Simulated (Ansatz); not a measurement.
# Ge: band gap under strain

Aim: follow the gap of diamond Ge through these states: +5.2 % equal strain in all directions; +4.0 % biaxial strain in the (111) plane, free along [111]; -3.0 % strain along z alone. The table at the end shows which levels were run.

The runs shown are made with Ansatz 0.2.0. PAW datasets, plane waves. Spin-unpolarised throughout; all numbers are computed.

## 1. The cell

The unstrained cell was relaxed with r2SCAN; in each strained cell the atoms were relaxed again with r2SCAN. Names of k-points are those of the unstrained zone, where strain can split equivalent points. First state: +5.2 % equal strain in all directions.

It is cubic, Fd-3m (No. 227); conventional cell a = 5.967 Å, 26.56 Å³ an atom. Ge has 4 Ge at 2.58 Å.

Structure file:

```cif
data_structure
_symmetry_space_group_name_H-M 'Fd-3m:1'
_symmetry_Int_Tables_number 227
_cell_length_a 5.9671
_cell_length_b 5.9671
_cell_length_c 5.9671
_cell_angle_alpha 90.000
_cell_angle_beta 90.000
_cell_angle_gamma 90.000
_cell_volume 212.46
loop_
_atom_site_label
_atom_site_type_symbol
_atom_site_symmetry_multiplicity
_atom_site_Wyckoff_symbol
_atom_site_fract_x
_atom_site_fract_y
_atom_site_fract_z
_atom_site_occupancy
Ge1 Ge 8 b 0.00000 0.00000 0.50000 1
```

## 2. +5.2 % equal strain in all directions: PBE

Input file input.yaml:

```yaml
crystal:
  lattice:
    - [0.0, 2.9835398727, 2.9835398727]
    - [2.9835398727, 0.0, 2.9835398727]
    - [2.9835398727, 2.9835398727, 0.0]
  atoms:
    - { symbol: Ge, position: [0.0, 0.0, 0.0] }
    - { symbol: Ge, position: [0.25, 0.25, 0.25] }
kpoints:
  mp_grid: { grid: [8, 8, 8] }
  band_path:
    path:
      - [0.0, 0.0, 0.0]
      - [0.5, 0.0, 0.5]
      - [0.625, 0.25, 0.625]
      - [0.375, 0.375, 0.75]
      - [0.5, 0.5, 0.5]
      - [0.5, 0.25, 0.75]
    npoints: 1
hamiltonian:
  xc: pbe
scf:
  occupations: { method: fermi_dirac, width: 0.02 }
  n_extra_bands: 4
output:
  forces: true
  stress: true
  eigenvalues: true
```

The runs that follow: +5.2 % equal strain in all directions: r2SCAN; +5.2 % equal strain in all directions: HSE06; +4.0 % biaxial strain in the (111) plane, free along [111]: PBE; +4.0 % biaxial strain in the (111) plane, free along [111]: r2SCAN; +4.0 % biaxial strain in the (111) plane, free along [111]: HSE06; -3.0 % strain along z alone: PBE; -3.0 % strain along z alone: r2SCAN; -3.0 % strain along z alone: HSE06.

Q: Predict the outcome of this session.

**Answer**, as computed:

Least gap in eV (negative: overlap):

```
                                                     state    PBE  r2SCAN  HSE06
                     +5.2 % equal strain in all directions  -0.25   -0.03   0.00
+4.0 % biaxial strain in the (111) plane, free along [111]  -0.40   -0.19  -0.01
                               -3.0 % strain along z alone   0.07    0.36   0.70
```

What this shows: In PBE the gap is least under +4.0 % biaxial strain in the (111) plane, free along [111] (-0.40 eV) and largest under -3.0 % strain along z alone (0.07 eV).
